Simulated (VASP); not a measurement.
**BP (zincblende): gaps by functional in VASP**

```xyz
2
Lattice="0.0000 2.2683 2.2683 2.2683 0.0000 2.2683 2.2683 2.2683 0.0000" Properties=species:S:1:pos:R:3 pbc="T T T"
B     0.0000    0.0000    0.0000
P     1.1342    1.1342    1.1342
```

All runs share this cell. Band v is the last that the valence electrons fill when counted band by band, and c is the next. A negative gap between them is a band overlap, as in a metal.

| level | gap (eV) | least direct gap (eV) | pressure (GPa) |
| --- | --- | --- | --- |
| PBE | 1.24 | 3.40 | 1.0 |
| r²SCAN | 1.45 | 3.64 | -0.5 |
| LDA | 1.19 | 3.38 | -5.2 |
| PBEsol | 1.13 | 3.36 | -1.7 |
